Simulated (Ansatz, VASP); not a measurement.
# Cd4Ag2Au10N: VASP beside Ansatz

Wanted: the spread between two codes on one cell, functional and k mesh. The structure shown is the end of the VASP relaxation below.

Calculated with Ansatz 0.2.0; plane waves, with VASP 6.6.1 beside it; single point at PBE.

**1. Starting point**

The cell holds 17 atoms: 10 Au, 4 Cd, 2 Ag and 1 N. Cell: a = 5.839 Å, b = 5.839 Å, c = 8.672 Å, α = 90.0°, β = 90.0°, γ = 90.4°. It derives from Cd2AgAu5. As first built, before any earlier steps moved the atoms: sites of the CdAu3 structure (space group 123) filled with other elements, volume scaled by an estimate. Nearest the centre at fractional (0.000, 0.250, 0.000): N17 at 1.46 Å, Au6 at 1.55 Å, Au3 at 1.56 Å, Au10 at 2.64 Å, Au8 at 2.65 Å, Cd13 at 2.75 Å, Cd11 at 2.76 Å, Au5 at 3.22 Å.

**2. VASP: relaxation, PBE**

This run makes the geometry at which the two programs are then compared.

Lines of VASP's logs that name or quote its potential files are left out, and so is its time.

The input, INCAR:

```
SYSTEM = Cd4Ag2Au10N
PREC = Normal
ENCUT = 400
EDIFF = 1E-05
NELM = 120
ISMEAR = 1
SIGMA = 0.15
LREAL = Auto
ALGO = Fast
GGA = PE
NBANDS = 114
LORBIT = 11
LWAVE = .FALSE.
LCHARG = .FALSE.
NCORE = 3
IBRION = 2
NSW = 60
ISIF = 2
EDIFFG = -0.05
POTIM = 0.4
MAXMIX = 40
ISYM = 0
```

The input, POSCAR:

```
Cd4Ag2Au10N
1.0
    4.1439818226      4.1138546872      0.0000000000
   -4.1439818226      4.1138546872      0.0000000000
    0.0000000000      0.0000000000      8.6723969482
Au Cd Ag N
10 4 2 1
Direct
    0.2528311401      0.2511632554      0.5007620432
    0.7490560501      0.7553454465      0.5010294145
    0.2501168456      0.2527083301      0.0008407650
    0.7507788714      0.7493593068      0.0012608117
    0.2478268315      0.7513811622     -0.0011118479
    0.7515416555      0.2486514584     -0.0006744543
    0.4974879615      0.0012616675      0.2523244504
    0.0024805557      0.5038106914      0.2546273481
    0.4888657581      0.0019505765      0.7472912731
   -0.0004994781      0.5015381293      0.7481955076
    0.0024075257     -0.0078137486      0.2486047901
    0.5065015020      0.4966425225      0.2510047457
   -0.0052465263     -0.0027657897      0.7509105913
    0.4972796061      0.4967534741      0.7489487544
    0.2475296368      0.7478773394      0.4997733730
    0.7503169171      0.2498560897      0.4988324066
    0.0035990538      0.0007334617      0.0007399299
```

The input, KPOINTS:

```
Automatic mesh
0
Gamma
3 3 2
0 0 0
```

The projector-augmented-wave data sets are Au, Cd, Ag and N (PBE family, release 64).

Started as:

```console
> mpirun -np 3 vasp_std
```

Numbers of over 12 decimals in the logs are rounded to 6 here.

What it wrote:

```text
[banner, memory and clock lines left out]
running    3 mpi-ranks, on    1 nodes
 distrk:  each k-point on    3 cores,    1 groups
 distr:  one band on    3 cores,    1 groups

 POSCAR found type information on POSCAR AuCdAgN
 POSCAR found :  4 types and      17 ions
 LDA part: xc-table for (Slater+PW92), standard interpolation
 POSCAR, INCAR and KPOINTS ok, starting setup
 FFT: planning ... GRIDC
 FFT: planning ... GRID_SOFT
 FFT: planning ... GRID
 WAVECAR not read
 entering main loop
       N       E                     dE             d eps       ncg     rms          rms(c)
DAV:   1     0.123484638683E+04    0.12348E+04   -0.82028E+04  2280   0.131E+03
DAV:   2     0.456141884882E+01   -0.12303E+04   -0.11727E+04  2404   0.353E+02
DAV:   3    -0.508743276717E+02   -0.55436E+02   -0.54270E+02  2518   0.791E+01
DAV:   4    -0.515171646906E+02   -0.64284E+00   -0.64113E+00  2464   0.830E+00
DAV:   5    -0.515225202121E+02   -0.53555E-02   -0.53540E-02  2440   0.746E-01    0.347E+01
RMM:   6    -0.468539196134E+02    0.46686E+01   -0.16960E+01  2280   0.117E+01    0.225E+01
RMM:   7    -0.465600159098E+02    0.29390E+00   -0.37003E+00  2280   0.426E+00    0.160E+01
RMM:   8    -0.458596461713E+02    0.70037E+00   -0.94757E-01  2280   0.268E+00    0.354E+00
RMM:   9    -0.458126404963E+02    0.47006E-01   -0.24457E-01  2281   0.142E+00    0.739E-01
RMM:  10    -0.458064820349E+02    0.61585E-02   -0.18805E-02  2280   0.423E-01    0.318E-01
RMM:  11    -0.458058063669E+02    0.67567E-03   -0.33365E-03  2280   0.148E-01    0.141E-01
RMM:  12    -0.458057934300E+02    0.12937E-04   -0.43335E-04  2282   0.622E-02    0.556E-02
RMM:  13    -0.458057985424E+02   -0.51124E-05   -0.83363E-05  1830   0.245E-02
   1 F= -.45805799E+02 E0= -.45802117E+02  d E =-.458058E+02
[... from here on, the cycles between the ionic steps are left out ...]
   2 F= -.46849411E+02 E0= -.46844483E+02  d E =-.104361E+01
   3 F= -.46884910E+02 E0= -.46880727E+02  d E =-.107911E+01
   4 F= -.46885053E+02 E0= -.46880775E+02  d E =-.107925E+01
   5 F= -.46929751E+02 E0= -.46925371E+02  d E =-.446980E-01
   6 F= -.46960518E+02 E0= -.46956014E+02  d E =-.754653E-01
   7 F= -.46960538E+02 E0= -.46956031E+02  d E =-.754851E-01
   8 F= -.46963469E+02 E0= -.46959118E+02  d E =-.293068E-02
   9 F= -.46963642E+02 E0= -.46959348E+02  d E =-.310381E-02
  10 F= -.46963637E+02 E0= -.46959329E+02  d E =-.309940E-02
  11 F= -.46963644E+02 E0= -.46959342E+02  d E =-.310566E-02
 curvature:  -0.36 expect dE=-0.286E-03 dE for cont linesearch -0.403E-06
 trial: gam= 0.23696 g(F)=  0.784E-03 g(S)=  0.000E+00 ort =-0.644E-04 (trialstep = 0.151E+01)
 search vector abs. value=  0.965E-03
 bond charge predicted
       N       E                     dE             d eps       ncg     rms          rms(c)
DAV:   1    -0.469642196614E+02   -0.57855E-03   -0.61347E-01  2288   0.211E+00    0.621E-02
RMM:   2    -0.469645862782E+02   -0.36662E-03   -0.36557E-03  2280   0.235E-01    0.294E-02
RMM:   3    -0.469646321201E+02   -0.45842E-04   -0.51350E-04  2280   0.804E-02    0.175E-02
RMM:   4    -0.469646432267E+02   -0.11107E-04   -0.11525E-04  2272   0.328E-02    0.224E-02
RMM:   5    -0.469646514639E+02   -0.82372E-05   -0.36672E-05  1556   0.196E-02
  12 F= -.46964651E+02 E0= -.46960302E+02  d E =-.100796E-02
 trial-energy change:   -0.001008  1 .order   -0.000910   -0.001162   -0.000659
 step:   2.2375(harm=  3.4863)  dis= 0.00403  next Energy=   -46.964821 (dE=-0.118E-02)
 reached required accuracy - stopping structural energy minimisation
```

Parts of OUTCAR (step 2):

```text
ion  position               nearest neighbor table
   1  0.253  0.251  0.501-  15 2.90  16 2.91  16 2.93   9 2.94  15 2.94  14 2.95   7 2.97   8 2.98
                            12 2.98  10 2.99  13 3.02  11 3.03
   2  0.749  0.755  0.501-  16 2.89  15 2.91  15 2.93  16 2.95  13 2.95  11 2.98   7 2.98   8 2.99
                            12 2.99  10 2.99   9 3.00  14 3.01
   3  0.250  0.253  0.001-  17 2.05   6 2.91   5 2.91   5 2.93   6 2.93  14 2.98  12 2.99   9 2.99
                            11 3.00   7 3.00  10 3.01  13 3.02   8 3.02
   4  0.751  0.749  0.001-  17 2.07   5 2.90   6 2.92   6 2.92   5 2.94  11 2.96  13 2.97  12 2.98
                            10 3.01   8 3.01  14 3.02   7 3.02   9 3.07
   5  0.248  0.751  0.999-  17 2.05   4 2.90   3 2.91   3 2.93   4 2.94  11 2.96   9 2.98  13 2.98
                            10 2.99   8 3.01   7 3.01  14 3.01  12 3.05
   6  0.752  0.249  0.999-  17 2.07   3 2.91   4 2.92   4 2.92   3 2.93  13 2.97  12 2.99  10 3.00
                            14 3.01   7 3.01  11 3.02   9 3.03   8 3.04
   7  0.497  0.001  0.252-  11 2.89  12 2.89  12 2.95  11 2.95  16 2.97   1 2.97  15 2.98   2 2.98
                             3 3.00   5 3.01   6 3.01   4 3.02
   8  0.002  0.504  0.255-  11 2.85  12 2.90  15 2.93  12 2.94  16 2.97   1 2.98  11 2.99   2 2.99
                             5 3.01   4 3.01   3 3.02   6 3.04
   9  0.489  0.002  0.747-  13 2.89  14 2.89   1 2.94  14 2.95  13 2.95  15 2.96   5 2.98   3 2.99
                             2 3.00  16 3.01   6 3.03   4 3.07
  10  1.000  0.502  0.748-  13 2.89  14 2.91  14 2.93  13 2.94  15 2.96  16 2.99   5 2.99   2 2.99
                             1 2.99   6 3.00   4 3.01   3 3.01
  11  0.002  0.992  0.249-  17 2.15   8 2.85   7 2.89   7 2.95   4 2.96   5 2.96  15 2.98   2 2.98
                             8 2.99   3 3.00   6 3.02  16 3.03   1 3.03
  12  0.507  0.497  0.251-   7 2.89   8 2.90   8 2.94   7 2.95  16 2.96   4 2.98   1 2.98   6 2.99
                             3 2.99   2 2.99  15 3.02   5 3.05
  13  0.995  0.997  0.751-  17 2.17   9 2.89  10 2.89  10 2.94   2 2.95   9 2.95   4 2.97   6 2.97
                             5 2.98  16 3.00  15 3.01   3 3.02   1 3.02
  14  0.497  0.497  0.749-   9 2.89  10 2.91  10 2.93   1 2.95   9 2.95   3 2.98  15 3.00  16 3.00
                             2 3.01   6 3.01   5 3.01   4 3.02
  15  0.248  0.748  0.500-   1 2.90   2 2.91   8 2.93   2 2.93   1 2.94   9 2.96  10 2.96  11 2.98
                             7 2.98  14 3.00  13 3.01  12 3.02
  16  0.750  0.250  0.499-   2 2.89   1 2.91   1 2.93   2 2.95  12 2.96   8 2.97   7 2.97  10 2.99
                            14 3.00  13 3.00   9 3.01  11 3.03
  17  0.004  0.001  0.001-   5 2.05   3 2.05   6 2.07   4 2.07  11 2.15  13 2.17

 Found     10 irreducible k-points:

   k-points           NKPTS =     10   k-points in BZ     NKDIM =     10   number of bands    NBANDS=    114

   dimension x,y,z NGX =    30 NGY =   30 NGZ =   42
   dimension x,y,z NGXF=    60 NGYF=   60 NGZF=   84

   ENCUT  =  400.0 eV  29.40 Ry    5.42 a.u.   9.52  9.52 14.14*2*pi/ulx,y,z

   NELECT =     185.0000    total number of electrons

 k-points in reciprocal lattice and weights: Automatic mesh
   0.00000000  0.00000000  0.00000000       0.056
   0.33333333 -0.00000000  0.00000000       0.111
  -0.00000000  0.33333333  0.00000000       0.111
   0.33333333  0.33333333  0.00000000       0.111
  -0.33333333  0.33333333  0.00000000       0.111
   0.00000000  0.00000000  0.50000000       0.056
   0.33333333 -0.00000000  0.50000000       0.111
  -0.00000000  0.33333333  0.50000000       0.111
   0.33333333  0.33333333  0.50000000       0.111
  -0.33333333  0.33333333  0.50000000       0.111

 average (electrostatic) potential at core
       1 -66.2859       2 -66.2934       3 -66.3661       4 -66.3643       5 -66.3534
       6 -66.3560       7 -66.2413       8 -66.2400       9 -66.2422      10 -66.2401
      11 -34.5809      12 -34.5740      13 -34.5817      14 -34.5738      15 -71.8438
      16 -71.8517      17 -62.1493

 E-fermi :   7.5454

 k-point     1 :       0.0000    0.0000    0.0000
  band No.  band energies     occupation
    ...
     90       5.9812      2.00000
     91       6.0086      2.00000
     92       6.6054      2.00000
     93       7.0678      2.00006
     94       7.4111      2.02097
     95       8.2787     -0.00000
     96       8.4172     -0.00000
     97       8.6894     -0.00000
     98       8.7116     -0.00000
     99       9.2787     -0.00000
    ...

 k-point     2 :       0.3333   -0.0000    0.0000
  band No.  band energies     occupation
    ...
     89       6.2289      2.00000
     90       6.3132      2.00000
     91       6.4700      2.00000
     92       7.1370      2.00081
     93       7.5778      0.64289
     94       7.8451     -0.01607
     95       8.2024     -0.00000
     96       8.7993     -0.00000
     97       9.0679     -0.00000
     98       9.5247     -0.00000
    ...

 k-point     3 :      -0.0000    0.3333    0.0000
  band No.  band energies     occupation
    ...
     89       6.2283      2.00000
     90       6.3131      2.00000
     91       6.4703      2.00000
     92       7.1393      2.00087
     93       7.5778      0.64300
     94       7.8402     -0.01784
     95       8.1955     -0.00000
     96       8.8086     -0.00000
     97       9.0667     -0.00000
     98       9.5291     -0.00000
    ...

  Total       12.3855821     11.4038983      5.7074085     -0.0078378      0.0612744      0.0812995
  in kB       67.1105924     61.7913927     30.9252774     -0.0424686      0.3320118      0.4405167
  external PRESSURE =      53.2757542 kB  Pullay stress =       0.0000000 kB

  energy-cutoff  :      400.00
  volume of cell :      295.69
      direct lattice vectors                 reciprocal lattice vectors
     4.143981823  4.113854687  0.000000000     0.120656900  0.121540511  0.000000000
    -4.143981823  4.113854687  0.000000000    -0.120656900  0.121540511  0.000000000
     0.000000000  0.000000000  8.672396948     0.000000000  0.000000000  0.115308375

 POSITION                                       TOTAL-FORCE (eV/Angst)
 -----------------------------------------------------------------------------------
      0.00422      2.08726      4.33767        -0.001510     -0.002246      0.000191
     -0.01421      6.13380      4.34060         0.018770     -0.008349     -0.008062
     -0.00254      2.19585      0.01063         0.004231     -0.029888     -0.002051
      0.00329      6.04085      0.00534         0.001006     -0.001824     -0.000960
     -1.94687      4.11805      8.66637        -0.014862      0.005396      0.005282
      1.94810      4.11328      8.66745         0.012142      0.005186      0.002735
     -2.07083      6.16971      2.20670        -0.006887      0.001696     -0.014106
     -2.05456      2.06415      2.21624        -0.015206     -0.005267     -0.031522
      2.04797      2.03491      6.46356         0.021918      0.021667      0.018127
      2.06937      6.16571      6.46625         0.003504      0.004776      0.016505
     -4.13629      4.10639      2.33428        -0.010999      0.012443     -0.021540
      0.01138      4.12566      2.23824        -0.017394     -0.011457     -0.011110
     -0.02182      8.20411      6.34285         0.018804      0.020804      0.015661
     -0.00057      4.10916      6.43702        -0.001797      0.003728      0.013771
     -2.05271      4.10495      4.34036        -0.016638     -0.002029      0.004880
      2.04900      4.12057      4.33254         0.004014     -0.013898      0.008214
     -0.00002      0.00542      0.00223         0.000904     -0.000739      0.003984
 -----------------------------------------------------------------------------------
    total drift:                               -0.006272     -0.017464      0.013256

  FREE ENERGIE OF THE ION-ELECTRON SYSTEM (eV)
  ---------------------------------------------------
  free  energy   TOTEN  =       -46.9646514639 eV

  energy  without entropy=      -46.9516023528  energy(sigma->0) =      -46.96030176

 reached required accuracy - stopping structural energy minimisation

 total charge
# of ion       s       p       d       tot
------------------------------------------
    1        0.581   0.332   8.745   9.658
    2        0.582   0.333   8.745   9.660
    3        0.566   0.358   8.738   9.662
    4        0.565   0.356   8.739   9.660
    5        0.561   0.356   8.742   9.659
    6        0.561   0.356   8.742   9.659
    7        0.583   0.299   8.755   9.636
    8        0.583   0.298   8.755   9.637
    9        0.583   0.299   8.755   9.637
   10        0.583   0.298   8.755   9.636
   11        0.442   0.322   9.542  10.306
   12        0.450   0.344   9.522  10.315
   13        0.442   0.322   9.542  10.306
   14        0.450   0.344   9.522  10.315
   15        0.378   0.313   9.179   9.871
   16        0.378   0.313   9.179   9.871
   17        1.312   2.228   0.000   3.540
--------------------------------------------------
tot          9.599   7.472 143.956 161.027

[... 3 further parts left out ...]
```

This run has no spin polarisation. Its electron count is odd, so without a moment it is a metal by construction.

(Continued in part 2 of 2.)

[Lines on the potential files, build, host, timing and source positions are cut from VASP's logs without a mark.]

[Logs are printed without paths, hosts, clocks, repeated set-up lines and the standing remarks that a program may print on its own settings, such as how far it seeks lower states.]

[Hosts, paths, dates, database ids (printed as entryN), source tags and the programs' standing remarks are cut or masked in the printed files.]
